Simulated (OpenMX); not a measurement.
## Sc under changes of volume

One of the cells (25.758 Å³/atom); the others are scaled copies at fixed shape and fractional positions:

```
Sc
1.0
     5.45859    0.00000    0.00000
     0.00000    5.45859    0.00000
     0.00000    0.00000    3.45796
Sc
4
Direct
  0.00000 0.50000 0.46734
  0.50000 0.00000 0.53266
  0.00000 0.00000 0.00000
  0.50000 0.50000 0.00000
```

This isn't the form of Sc at room conditions, which is hcp.

- Program: OpenMX 3.8.5
- Functional: PBE
- Potentials or basis: OpenMX 2013 PBE set, Sc7.0-s3p2d1, fixed grid of 60 × 60 × 40 points
- k mesh: 5 × 5 × 9
- Occupations: fermi-dirac, width 0.05 eV
- Spin: no spin polarisation

| volume (Å³/atom) | energy over the lowest point (meV/atom) | largest force (eV/Å) |
| --- | --- | --- |
| 23.738 | 10.57 | 0.197 |
| 24.243 | 3.27 | 0.216 |
| 24.748 | 0.00 | 0.226 |
| 25.758 | 4.18 | 0.246 |
| 26.264 | 11.07 | 0.259 |
| 26.769 | ? | ? |

Q: What does the run at 26.769 Å³/atom give?

A: Energy over the lowest point 20.86 meV/atom; largest force 0.262 eV/Å.

Worked out: A Birch-Murnaghan fit of order 3 (a polynomial in V^(-2/3)) to the other rows has its minimum at 24.94 Å³/atom with B0 = V·E''(V) = 56 GPa and B' = 3.3 at fixed shape and positions, which overstates the stiffness. It gives 20.78 meV/atom at 26.769 Å³/atom, against the run's 20.86.

Energies are extrapolated to zero smearing.

Caveats: the transition metal has a single d function, too few for pressures, volumes and moments; the basis of atomic orbitals isn't converged, which shifts pressures, moduli and gaps.
